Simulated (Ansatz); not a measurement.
# CuO (Cccm), random displacements

Level of theory: Ansatz 0.2.0, DFT PBE+U, scalar-relativistic, plane waves, PAW. Settings: plane waves to 420 eV, k-mesh 16×16×10 (Γ-centred), Gaussian smearing 0.15 eV. U_eff on d shells: Cu 4 eV. No spin polarisation. Energies are free energies at this smearing, counted from the undisturbed cell; pressure is positive in compression.

The undisturbed cell (relaxed at this level; this form isn't the usual structure):

```yaml
crystal:
  lattice:
    - [2.08920, -2.10177, 0.00000]
    - [2.08920, 2.10177, 0.00000]
    - [0.00000, 0.00000, 5.17361]
  atoms:
    - { symbol: Cu, position: [0.00000, 0.50000, 0.00000] }
    - { symbol: Cu, position: [0.50000, 0.00000, 0.50000] }
    - { symbol: O, position: [0.50000, 0.50000, 0.25000] }
    - { symbol: O, position: [0.50000, 0.50000, 0.75000] }
```

After a displacement of all atoms with no net shift and a strain of the cell, the run gives ΔE = 164.3 meV/atom; stress (xx, yy, zz, yz, xz, xy; compression positive) (5.54, 7.05, 6.46, 7.52, 5.97, 5.84) GPa.

| atom | Fx (eV/Å) | Fy | Fz |
| --- | --- | --- | --- |
| Cu1 | 0.106 | -0.106 | -1.583 |
| Cu2 | 2.418 | 2.568 | 4.147 |
| O3 | -2.215 | -2.220 | -2.909 |
| O4 | -0.310 | -0.241 | 0.345 |

Task: Which displacements (Å, in the unstrained cell) and strain were applied?

Result:
| atom | ux | uy | uz |
| --- | --- | --- | --- |
| Cu1 | 0.01 | 0.01 | 0.10 |
| Cu2 | -0.07 | -0.05 | -0.14 |
| O3 | 0.10 | 0.03 | 0.08 |
| O4 | -0.04 | 0.01 | -0.04 |
Strain (Voigt, engineering shear): (0.0006, -0.0041, 0.0001, 0.0223, -0.0183, -0.0001).

Cost: 1 run of about 4.4 core-minutes, on Arm Neoverse V1 (shared hosts).